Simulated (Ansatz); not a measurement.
What a trial cell of Si3N4 relaxes into

All numbers below come from Ansatz 0.2.0, DFT PBE, scalar-relativistic, plane waves, PAW. Cutoff 420 eV, Gaussian smearing, Γ-centred meshes. Cell and atoms relax first on a coarse mesh and then on a converged one. In between, the cell is made exact in the group found at 0.06 Å. The steps can't lower the symmetry of their start. No spin polarisation.

A trial structure of Si3N4 was built thus: 3-, 4-connected net, the two elements on its two kinds of vertex (P-43m, No. 215). Its size is a rough estimate.

```cif
data_structure
_symmetry_space_group_name_H-M 'P-43m'
_symmetry_Int_Tables_number 215
_cell_length_a 4.0415
_cell_length_b 4.0415
_cell_length_c 4.0415
_cell_angle_alpha 90.000
_cell_angle_beta 90.000
_cell_angle_gamma 90.000
_cell_volume 66.01
loop_
_atom_site_label
_atom_site_type_symbol
_atom_site_symmetry_multiplicity
_atom_site_Wyckoff_symbol
_atom_site_fract_x
_atom_site_fract_y
_atom_site_fract_z
_atom_site_occupancy
Si1 Si 3 d 0.00000 0.00000 0.50000 1
N1 N 4 e 0.24569 0.24569 0.75431 1
```

Formation energies are uncorrected and refer to the elements' standard structures at the same level (N₂ as a molecule).

Task: What does it relax into?

Result: The symmetry stays P-43m (No. 215). The volume per atom grows by 6.8 %, from 9.4 to 10.1 Å³. The shortest distance goes from 1.74 Å (Si–N) to 1.77 Å (Si–N). The energy falls by about 0.03 eV/atom (the start's value is from the coarse mesh). Conventional cell: a = 4.131 Å. Si is surrounded by 4 N at 1.77 Å; N has 3 Si at 1.77 Å.

```
CELL_PARAMETERS angstrom
4.13078 0.00000 0.00000
0.00000 4.13078 0.00000
0.00000 0.00000 4.13078
ATOMIC_POSITIONS crystal
Si 0.00000 0.00000 0.50000
Si 0.50000 0.00000 0.00000
Si 0.00000 0.50000 0.00000
N 0.23952 0.23952 0.76048
N 0.76048 0.76048 0.76048
N 0.23952 0.76048 0.23952
N 0.76048 0.23952 0.23952
```

Task: How does it come out in energy, and is it a metal?

Result: The energy over the elements is −0.817 eV/atom and the gap on the 6×6×6 mesh of the 7-atom cell is 2.73 eV.

It lies below the elements, which doesn't yet make it stable against other compounds or structures.

The last run used Gaussian smearing of 0.02 eV. Kohn–Sham gaps at this level usually fall short of measured ones. Symmetry constrained the relaxation, so the result can be a saddle point. In all, the 3 runs took 18 s on 1 thread of Intel(R) Xeon(R) CPU @ 2.60GHz (Ice Lake), with other jobs on the host.
